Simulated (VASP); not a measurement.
Set up this calculation in VASP 6.6.1, as the native input.

| Item | Value |
| --- | --- |
| Task | single point |
| Functional | PBE |
| Potentials or basis | VASP PAW PBE potentials, release 64 (Y_sv) |
| Cutoff | 520 eV |
| k mesh | 6 × 6 × 4 |
| Occupations | gaussian, width 0.05 eV |
| Spin | no spin polarisation |
| Dipole correction | no |
| Further INCAR settings | ALGO = Normal; EDIFF = 1e-06; NBANDS = 18 |

The structure of Y lies in POSCAR:

```
Y
1.0
    3.6474000000      0.0000000000      0.0000000000
   -1.8237000000      3.1587410578      0.0000000000
    0.0000000000      0.0000000000      5.7306000000
Y
2
Direct
    0.6700770000      0.3217800000      0.7512290000
    0.3305060000      0.6741340000      0.2556330000
```

These files were run (other wordings do the same):

INCAR

```
PREC = Accurate ; ENCUT = 520
EDIFF = 1E-6 ; ISMEAR = 0
SIGMA = 0.05 ; LREAL = False
LASPH = True ; NELM = 100
ALGO = Normal ; ISIF = 2
LWAVE = False ; LCHARG = True
GGA = PE ; LELF = True
LVHAR = True ; NBANDS = 18
```

KPOINTS

```
regular mesh
0
Gamma
  6 6 4
```

Potentials or basis: VASP PAW PBE potentials, release 64 (Y_sv).

Launch:

```console
$ cat potpaw_PBE.64/Y_sv/POTCAR > POTCAR
$ mpirun -np 1 vasp_std > vasp.out
```

Results of the run:

```json
{"Pressure": "-0.2 GPa", "Largest force": "0.132 eV/Å", "Band gap on the k mesh": "none (metal or under the smearing width)"}
```

Wall time 67 s on 1 thread of Intel(R) Xeon(R) Platinum 8488C (Sapphire Rapids) (shared host), peak memory 0.24 GiB.
